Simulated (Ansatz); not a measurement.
MoS2:

```xyz
3
Lattice="3.2275 0.0000 0.0000 -1.6137 2.7951 0.0000 0.0000 0.0000 6.3125" Properties=species:S:1:pos:R:3 pbc="T T T"
Mo    0.0000    0.0000    3.1562
S     1.6137    0.9317    4.7008
S     0.0000    1.8634    1.6117
```

Measurements of this composition are mostly on another form, of space group No. 194.

| Quantity | Value |
| --- | --- |
| Program | Ansatz 0.2.0 |
| Task | relaxation of cell and atoms |
| Functional | PBE |
| Dispersion | D3(BJ) |
| Potentials or basis | Ansatz PAW |
| Cutoff | 420 eV (not typed: the program's choice for these potentials) |
| k mesh | 9 × 9 × 4 |
| Occupations | fermi-dirac, width 0.05 eV |
| Spin | no spin polarisation |

At the start: volume 18.98 Å³/atom.

Q: How do energy, volume and symmetry change on relaxing?

A: It ends after 8 steps and the volume is 16.89 Å³/atom (-11.0 %); space group P-3m1 (No. 164, to 0.05 Å).

The path:
```tsv
step	energy change (eV)	largest force (eV/Å)	volume (Å³)
1	0.0000	0.2824	56.94
2	-0.0484	0.2511	49.84
3	-0.0765	0.0553	52.12
4	-0.0818	0.0830	51.50
5	-0.0850	0.0322	50.51
6	-0.0852	0.0012	50.72
7	-0.0852	0.0000	50.68
8	-0.0846	0.0002	50.68
```

Final structure:
```cif
data_structure
_symmetry_space_group_name_H-M 'P 1'
_symmetry_Int_Tables_number 1
_cell_length_a 3.1735
_cell_length_b 3.1735
_cell_length_c 5.8108
_cell_angle_alpha 90.000
_cell_angle_beta 90.000
_cell_angle_gamma 120.000
_cell_volume 50.68
loop_
_atom_site_label
_atom_site_type_symbol
_atom_site_fract_x
_atom_site_fract_y
_atom_site_fract_z
_atom_site_occupancy
Mo1 Mo 0.00000 0.00000 0.50000 1
S1 S 0.66667 0.33333 0.77088 1
S2 S 0.33333 0.66667 0.22912 1
```

Caveat: the plane-wave basis is chosen anew once the cell has moved, so the energies of steps on either side of that aren't comparable.
